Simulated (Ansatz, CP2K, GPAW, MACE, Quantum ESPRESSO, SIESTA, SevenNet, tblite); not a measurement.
# GPAW on H-capped AlAs nanowire along [111] (40 atoms): settings against a plane-wave reference, part 2 of 2

How do the settings of GPAW change the result for H-capped AlAs nanowire along [111] (40 atoms)? A plane-wave run serves as the yardstick.

Program: GPAW 26.7.0; the method stands at each step. Banners, paths, timers and routine set-up lines are dropped from the logs unmarked, and long logs keep their key lines alone; longer cuts are marked.

So far, slope of forces against the reference's: step 2 (PBE, LCAO dzp, h 0.2 Å) 1.02; step 3 (setting h 0.15, same level step GPAW, atomic orbitals dzp) 1.02.

## 5. PBE, LCAO dzp, h 0.2 Å, other mixer settings

Method: Kohn-Sham DFT, PBE, PAW, atomic orbitals (dzp).

run.py

```python
import numpy as np
from ase.io import read
from gpaw import GPAW, FermiDirac, Mixer

atoms = read("structure.xyz")
atoms.calc = GPAW(
    mode="lcao",
    basis="dzp",
    h=0.2,
    xc="PBE",
    kpts={"size": (1, 1, 1), "gamma": True},
    occupations=FermiDirac(0.05),
    mixer=Mixer(0.03, 7, 100),
    maxiter=200,
    symmetry={"point_group": False},
    txt="gpaw.txt",
)
energy = atoms.get_potential_energy(force_consistent=True)
forces = atoms.get_forces()
print(f"energy {energy:.6f} eV")
print("forces (eV/A)")
for i, (a, f) in enumerate(zip(atoms, forces)):
    print(f"{i:4d} {a.symbol:2s} {f[0]:10.5f} {f[1]:10.5f} {f[2]:10.5f}")
print(f"Fermi level {atoms.calc.get_fermi_level():.4f} eV")
for k in range(len(atoms.calc.get_ibz_k_points())):
    for s in range(atoms.calc.get_number_of_spins()):
        e = atoms.calc.get_eigenvalues(kpt=k, spin=s)
        n = np.searchsorted(e, atoms.calc.get_fermi_level())
        print(f"k {k} spin {s} levels about the Fermi level:", np.round(e[max(n - 6, 0):n], 4).tolist(), "|", np.round(e[n:n + 6], 4).tolist())
```

structure.xyz

```xyz
40
Lattice="19.58599 0.00000 0.00000 0.00000 16.54490 0.00000 0.00000 0.00000 9.80514" Properties=species:S:1:pos:R:3 pbc="T T T"
[... 40 atom lines left out: the same atoms as in the first run ...]
```

Launch:

```console
$ OMP_NUM_THREADS=1 python run.py > output.txt
```

What it wrote:

```text
energy -144.330187 eV
forces (eV/A)
   0 Al   -1.17234   -1.09620    0.23095
   1 As    0.71910    0.18781   -0.81757
   2 Al   -1.16582    1.03572   -0.59828
   3 As    1.70354    0.04114    0.78301
   4 Al    0.78161    0.87293   -0.12041
   5 As    0.16320   -0.37647    0.53006
   6 Al    0.46131   -2.30799   -0.23421
   7 As   -0.05438   -0.05209    0.58546
   8 Al    0.17257   -0.98551   -0.10952
   9 As   -0.16531    1.43139   -0.42393
  10 Al    0.58699   -0.06826    0.65614
  11 As   -0.33517    2.17991   -0.61749
  12 Al   -1.31622    0.48848   -1.56947
  13 As   -0.32749   -1.58335    0.67844
  14 Al   -0.15034    0.59619   -0.49096
  15 As   -1.15313    0.96510    1.55115
  16 Al    1.57746    3.21386    0.33655
  17 As    1.16619    0.62782    0.14831
  18 H    -0.22199    0.19364    0.08481
  19 H    -0.56645   -0.37027    0.29362
  20 H     0.37989   -1.38677   -0.23380
  21 H    -0.15922    0.32566   -0.12496
  22 H    -0.48824   -0.36316    0.02680
  23 H    -0.42937    0.19958    0.31959
[...]
32 H     0.26394   -0.53257    0.25523
  33 H     0.01020    0.63514    0.26564
  34 H     0.79493    0.39014   -0.36800
  35 H     0.20297   -1.25554   -0.47084
  36 H    -0.29643   -3.10447   -0.95835
  37 H    -0.24131   -0.15962    0.36021
  38 H    -0.96403    0.82405   -0.13836
  39 H     0.29323   -0.97386   -0.12490
Fermi level -3.2448 eV
k 0 spin 0 levels about the Fermi level: [-5.1832, -5.0355, -4.7922, -4.7653, -4.6707, -4.557] | [-1.1363, -1.03, -0.89, -0.8083, -0.6112, -0.5941]
```

gpaw.txt:

```text
Input parameters:
  mode=LCAO(),
  basis={'default': 'dzp'},
  h=0.2,
  kpts=MonkhorstPack(size=(1, 1, 1), gamma=True),
  maxiter=200,
  mixer=Pulay(name='pulay', nmaxold=7, beta=0.03, weight=100, sigma=0.015, g_ss=None),
  occupations=Occupations(name='fermi-dirac', width=0.05, fixmagmom=False),
  symmetry=Symmetry(point_group=False),
  xc=XC(name='PBE')
Unit cell  # Å
[... lines left out ...]
  Fermi-Dirac:
[... lines left out ...]
convergence criteria:
- Maximum [total energy] change in last 3 cyles: 0.0005 eV / valence electron
[... lines left out ...]
Converged in 15 steps
[... lines left out ...]
  Free energy:    -144.330187
  Extrapolated:   -144.330187
dipole moment: (-0.042428, -0.318949, 45.099645)  # |e|*Ang
Fermi level: -3.245
Eigenvalues  # (at kpt = [0.000, 0.000, 0.000])
| band index |      eig [eV] | occ [0-2] |
|------------|---------------|-----------|
|          0 |       -15.907 |     2.000 |
|        ... |               |           |
|         39 |        -5.423 |     2.000 |
|         40 |        -5.278 |     2.000 |
[...]
|         54 |        -0.145 |     0.000 |
|        ... |               |           |
|         60 |         0.447 |     0.000 |
Gap: 3.421 eV
Transition (v -> c):
  (s=0, k=0, n=46, [0.00, 0.00, 0.00]) -> (s=0, k=0, n=47, [0.00, 0.00, 0.00])
No difference between direct/indirect transitions
Force computation time: 3.692  # s
timing:  # [seconds]
  Total:  49.213  # ━━━━━━━━━━━━━━━━━━━━━━━━━━━━━━━━━━━━━━━━━━━━━━━━━━━━━━━━━
  Init:    6.762  # ━━━━━━━━
  SCF:    38.733  # ━━━━━━━━━━━━━━━━━━━━━━━━━━━━━━━━━━━━━━━━━━━━━
  Forces:  3.692  # ━━━━╸
```

Wall time 50 s (1 thread of Arm Neoverse V2, shared host); peak memory 1.1 GiB.

Against the reference:

```yaml
r_m_s_force_component: 0.8148 eV/Å
r_m_s_difference_of_force_components: 61.57 meV/Å
longest_difference_of_force_vectors: 193.2 meV/Å
force_difference_over_r_m_s_force: 7.733 %
slope_of_forces_against_the_reference_s: 1.021
correlation_of_force_components: 0.9973
spacing_of_highest_filled_and_lowest_empty_level: 3.421 eV
gap_difference: 0.1253 eV
energy_less_the_same_level_run_s: 0 meV/atom
r_m_s_force_difference_from_the_same_level_run: 0.615 meV/Å
```

Against the first run (7.8 %), the force difference from the reference is 7.7 %, at 1.5 times the CPU time (15 SCF steps against 9): another solver or mixer reaches the same state.

## 6. PBE, grid h 0.18 Å

Method: Kohn-Sham DFT, PBE, PAW, finite differences on a real-space grid.

run.py: that of step 5 with these lines changed.

```diff
@@ -2,3 +2,4 @@
 from ase.io import read
-from gpaw import GPAW, FermiDirac, Mixer
+from gpaw import GPAW, FermiDirac
+from ase.parallel import parprint as print
 
@@ -6,5 +7,4 @@
 atoms.calc = GPAW(
-    mode="lcao",
-    basis="dzp",
-    h=0.2,
+    mode="fd",
+    h=0.18,
     xc="PBE",
@@ -12,5 +12,5 @@
     occupations=FermiDirac(0.05),
-    mixer=Mixer(0.03, 7, 100),
     maxiter=200,
     symmetry={"point_group": False},
+    nbands=115,
     txt="gpaw.txt",
```

structure.xyz is that of step 5.

Launch:

```console
$ OMP_NUM_THREADS=1 mpirun -np 4 gpaw python run.py > output.txt
```

What it wrote:

```text
energy -147.551496 eV
forces (eV/A)
   0 Al   -1.09976   -1.05752    0.22203
   1 As    0.66790    0.15769   -0.76606
   2 Al   -1.12786    1.10964   -0.53309
   3 As    1.59127    0.06828    0.80376
   4 Al    0.77784    0.81959   -0.07110
   5 As    0.15432   -0.32343    0.52340
   6 Al    0.43196   -2.22787   -0.22170
   7 As   -0.01230   -0.09632    0.57294
   8 Al    0.16511   -0.95132   -0.11301
   9 As   -0.16628    1.28434   -0.36918
  10 Al    0.55954   -0.04528    0.64479
  11 As   -0.32374    2.05584   -0.57816
[...]
35 H     0.20096   -1.32803   -0.51029
  36 H    -0.29854   -3.09413   -0.97098
  37 H    -0.29217   -0.20387    0.37469
  38 H    -1.04842    0.86900   -0.16809
  39 H     0.28442   -1.07646   -0.16003
Fermi level -2.5515 eV
k 0 spin 0 levels about the Fermi level: [-5.2598, -5.1079, -4.8615, -4.8522, -4.7559, -4.6536] | [-1.3526, -1.2885, -1.112, -1.0698, -0.906, -0.8593]
```

gpaw.txt:

```text
Input parameters:
  mode=FD(),
  h=0.18,
  kpts=MonkhorstPack(size=(1, 1, 1), gamma=True),
  maxiter=200,
  nbands=115,
  occupations=Occupations(name='fermi-dirac', width=0.05, fixmagmom=False),
  symmetry=Symmetry(point_group=False),
  xc=XC(name='PBE')
[... lines left out ...]
  Converge bands: occupied
[... lines left out ...]
  Fermi-Dirac:
[... lines left out ...]
convergence criteria:
- Maximum [total energy] change in last 3 cyles: 0.0005 eV / valence electron
[... lines left out ...]
Converged in 14 steps
[... lines left out ...]
  Free energy:    -147.551496
[... lines left out ...]
dipole moment: (-0.040784, -0.306457, 44.377966)  # |e|*Ang
Fermi level: -2.551
Eigenvalues  # (at kpt = [0.000, 0.000, 0.000])
| band index |      eig [eV] | occ [0-2] |
|------------|---------------|-----------|
|          0 |       -15.934 |     2.000 |
|        ... |               |           |
|         39 |        -5.493 |     2.000 |
|         40 |        -5.349 |     2.000 |
[...]
|         54 |        -0.468 |     0.000 |
|        ... |               |           |
|        114 |         3.799 |     0.000 |
Gap: 3.301 eV
Transition (v -> c):
  (s=0, k=0, n=46, [0.00, 0.00, 0.00]) -> (s=0, k=0, n=47, [0.00, 0.00, 0.00])
No difference between direct/indirect transitions
Force computation time: 0.506  # s
```

Elapsed: 74 s, on 4 MPI ranks; peak memory 4 GiB.

Compared with the plane-wave run:

```
r.m.s. force component                           : 0.8002 eV/Å
r.m.s. difference of force components            : 8.231 meV/Å
longest difference of force vectors              : 29.2 meV/Å
force difference over r.m.s. force               : 1.034 %
slope of forces against the reference's          : 1.005
correlation of force components                  : 1
gap (highest filled to lowest empty level) : 3.301 eV
gap difference                                   : 0.0056 eV
```

Against the first run (7.8 %), the force difference from the reference is 1.0 %, at 8.9 times the CPU time (on 4 against 1 cores) (14 SCF steps against 9).

## 7. Side by side

Differences are against the plane-wave reference, forces as r.m.s. over components; share is that over the reference's r.m.s. force, slope the least-squares factor from reference forces to these. Total energies of different programs have different zeros and aren't compared.

| run | Δ force, r.m.s. (meV/Å) | share (%) | slope | Δ gap (eV) | cores | CPU time | memory (GiB) |
| --- | --- | --- | --- | --- | --- | --- | --- |
| reference | - | - | - | - | 4 | 8.8 min | 4.8 |
| GPAW PBE, LCAO dzp, h 0.2 Å | 61.9 | 7.77 | 1.021 | 0.125 | 1 | 33 s | 1.2 |
| GPAW PBE, LCAO dzp, h 0.15 Å | 59.8 | 7.52 | 1.019 | 0.125 | 1 | 73 s | 2.9 |
| GPAW PBE, LCAO szp(dzp), h 0.2 Å (coarse) | 461 | 57.9 | 1.019 | 0.109 | 1 | 29 s | 1.2 |
| GPAW PBE, LCAO dzp, h 0.2 Å, other mixer settings | 61.6 | 7.73 | 1.021 | 0.125 | 1 | 50 s | 1.1 |
| GPAW PBE, grid h 0.18 Å | 8.23 | 1.03 | 1.005 | 0.0056 | 4 | 4.9 min | 4.0 |

Rows marked coarse were listed beforehand as settings not expected to be converged; some can still land near the reference.

CPU time is summed over cores on a shared host, where runs went side by side, so it is rough. Symmetry, cutoffs, thresholds, outputs and thread counts weren't matched or tuned between programs; memory under MPI is the largest rank's times the ranks.

Within one program, basis, potentials and functional, energies share a zero. Each run against its twin at the usual cutoff or grid and solver:

| run | twin | Δ energy (meV/atom) | Δ force, r.m.s. (meV/Å) | CPU time over the twin's |
| --- | --- | --- | --- | --- |
| GPAW PBE, LCAO dzp, h 0.15 Å | LCAO dzp, h 0.2 Å | -12.6 | 7.45 | 2.2 |
| GPAW PBE, LCAO dzp, h 0.2 Å, other mixer settings | LCAO dzp, h 0.2 Å | 0 | 0.615 | 1.5 |

## 8. Summary of results

```yaml
nearest_in_forces: GPAW PBE, grid h 0.18 Å, 1.0 %
its_cpu_time: 4.9 min
```

What this shows: PBE on plane waves or a grid with other potentials, cutoffs or grids, coarse settings apart, differs from the reference by 1.0 % (GPAW PBE, grid h 0.18 Å) of the r.m.s. force; this holds the reference's own error, so differences of a few per cent don't tell which side is nearer the exact PBE result. The PBE runs in local orbitals, coarse settings apart, differ by 7.5 % (GPAW PBE, LCAO dzp, h 0.15 Å) to 7.8 % (GPAW PBE, LCAO dzp, h 0.2 Å); basis, grid and potentials can all enter. Runs with settings chosen to be coarse differ by 58 % (GPAW PBE, LCAO szp(dzp), h 0.2 Å), their programs' other errors included. Of the electronic-structure runs that take under half the reference's CPU time, GPAW PBE, LCAO dzp, h 0.15 Å is among the nearest, at 7.5 % in 73 s against 8.8 min. At the same functional, gaps differ from the reference's 3.30 eV by between +0.01 and +0.13 eV. These are spacings on the run's k-points, which needn't hold the band edges. Caps of real hydrogen don't mimic the fractional bonds of a polar compound, so surface states and strained caps may belong to the model. The electronic-structure runs sample only Γ, in a cell whose periodic width is 10 Å.

[Also dropped from logs without a mark: logging warnings of Python, and SIESTA's first energy breakdown and zero terms.]

[Logs are printed without paths, hosts, clocks, repeated set-up lines and the standing remarks that a program may print on its own settings, such as how far it seeks lower states.]

[Hosts, paths, dates, database ids (printed as entryN), source tags and the programs' standing remarks are cut or masked in the printed files.]
